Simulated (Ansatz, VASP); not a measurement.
## AlN in VASP and in Ansatz

```
Al N
1.0
     3.06797    0.00000    0.00000
    -1.53398    2.65694    0.00000
     0.00000    0.00000    4.91269
Al N
2 2
Cartesian
  1.5340 0.8856 0.0000
  0.0000 1.7713 2.4563
  1.5340 0.8856 1.8766
  0.0000 1.7713 4.3330
```

Change from the starting cell: volume scaled by 0.96, ions relaxed.

Alike in both runs: functional PBE; k mesh 11 × 11 × 6; occupations fermi-dirac, width 0.02 eV; no spin polarisation.

Ansatz relaxed the structure, and its values are those at the end. VASP's run is a single point on that final structure, the one shown.

|  | VASP | Ansatz |
| --- | --- | --- |
| version | VASP 6.6.1 | Ansatz 0.2.0 |
| potentials or method | VASP PAW PBE potentials, release 64 (Al, N) | plane-wave PAW, scalar-relativistic |
| plane-wave cutoff (eV) | 520 | 420 |
| valence electrons in the cell | 16 | 16 |

VASP gave:

- gap on the k mesh at the Fermi level (eV): 4.58
- pressure (GPa): 13.1
- rms of the force components (eV/Å): 0.004

Task: What did Ansatz give for the same quantities?

Result: gap on the k mesh at the Fermi level (eV): 4.57; pressure (GPa): 13.4; rms of the force components (eV/Å): 0.005.

Ansatz warned: «stress_scf_threshold_loose».

Caveats: an odd mesh through Γ misses points on the zone boundary, where band edges often lie.
